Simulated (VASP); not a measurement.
Here is a VASP 6.6.1 calculation.

Contents of INCAR:

```
SYSTEM = AlNi
PREC = Accurate
ENCUT = 600
EDIFF = 1E-6
ISMEAR = 0
SIGMA = 0.1
LREAL = .False.
LASPH = .True.
NELM = 100
ALGO = Fast
ISIF = 3
LWAVE = .False.
LCHARG = .False.
GGA = PE
IBRION = 2
NSW = 100
EDIFFG = -0.005
```

Contents of KPOINTS:

```
regular mesh
0
Gamma
  16 16 14
  0 0 0
```

File POSCAR:

```
AlNi
1.0
    1.9386940000     -1.9531901500      0.0000000000
    1.9386940000      1.9531901500      0.0000000000
    0.0000000000      0.0000000000      3.0994300413
Al Ni
1 1
Direct
    0.0000000000      0.0000000000      0.0000000000
    0.5000000000      0.5000000000      0.5000000000
```

Potentials or basis: VASP PAW PBE potentials, release 64 (Al, Ni).

The run is started by

```sh
$ cat potpaw_PBE.64/Al/POTCAR potpaw_PBE.64/Ni/POTCAR > POTCAR
$ mpirun -np 1 vasp_std > vasp.out
```

(1) Estimate the space group after relaxing (to 0.05 Å).

(2) What does it give for the band gap on the k mesh?

Results:

(1) Pm-3m (No. 221).

(2) none (metal or under the smearing width).
